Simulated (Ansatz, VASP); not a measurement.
**Pb in VASP and in Ansatz**

```xyz
2
Lattice="3.6021 0.0000 0.0000 -1.8011 3.1195 0.0000 0.0000 0.0000 5.9384" Properties=species:S:1:pos:R:3 pbc="T T T"
Pb    0.0000    2.0797    1.4846
Pb    1.8011    1.0398    4.4538
```

Alike in both runs: functional PBE; dispersion D3(BJ); k mesh 15 × 15 × 8; occupations gaussian, width 0.1 eV; no spin polarisation.

Ansatz relaxed the structure, and its values are those at the end. VASP's run is a single point on that final structure, the one shown.

|  | VASP | Ansatz |
| --- | --- | --- |
| version | VASP 6.6.1 | Ansatz 0.2.0 |
| potentials or method | VASP PAW PBE potentials, release 64 (Pb_d) | scalar-relativistic, plane waves, PAW |
| plane-wave cutoff (eV) | 520 | 420 |
| valence electrons in the cell | 28 | 28 |

```tsv
	VASP	Ansatz	Ansatz less VASP
gap on the k mesh at the Fermi level (eV)	none	none	-
pressure (GPa)	-3.5	-3.4	+0.07
```

A gap of «none» marks a metal or a gap that the smearing closes.

Caveats: pairwise dispersion overbinds metals, which lowers pressure and volume. The runs have no spin-orbit coupling, so splittings on Pb are missing.
